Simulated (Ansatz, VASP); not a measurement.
## PtS2 in VASP and in Ansatz

```
Pt S
1.0
     3.36604    0.00000    0.00000
    -1.68302    2.91508    0.00000
     0.00000    0.00000    5.03880
Pt S
1 2
Direct
  0.00000 0.00000 0.00000
  0.33333 0.66667 0.25000
  0.66667 0.33333 0.75000
```

Change from the starting cell: strain -0.050 along x and y, +0.000 along z, atoms carried along.

Alike in both runs: task single point; functional PBE; k mesh 12 × 12 × 8; occupations gaussian, width 0.05 eV; no spin polarisation.

|  | VASP | Ansatz |
| --- | --- | --- |
| version | VASP 6.6.1 | Ansatz 0.2.0 |
| potentials or method | VASP PAW PBE potentials, release 64 (Pt, S) | scalar-relativistic, plane waves, PAW |
| plane-wave cutoff (eV) | 520 | 420 |
| valence electrons in the cell | 22 | 30 |

|  | VASP | Ansatz | Ansatz less VASP |
| --- | --- | --- | --- |
| gap on the k mesh at the Fermi level (eV) | 0.71 | 0.70 | -0.011 |
| least direct gap on the mesh (eV) | 1.00 | 0.99 | -0.016 |
| pressure (GPa) | 23.0 | 23.6 | +0.60 |
| largest component of the traceless stress (GPa) | 8.79 | 8.95 | +0.156 |
| rms of the force components (eV/Å) | 0.479 | 0.505 | +0.0259 |

Atom by atom the forces differ by 0.026 eV/Å (rms over components). The two sets of potentials don't hold the same shells in valence.

Caveats: so large a pressure means that the cell lies far from this level's equilibrium, or that cutoff or potentials fall short (VASP); spin-orbit coupling is left out, which moves the levels of the heavy elements; the cell's inner coordinates are idealised or old, which leaves forces on the atoms. A k mesh can miss the band edges.
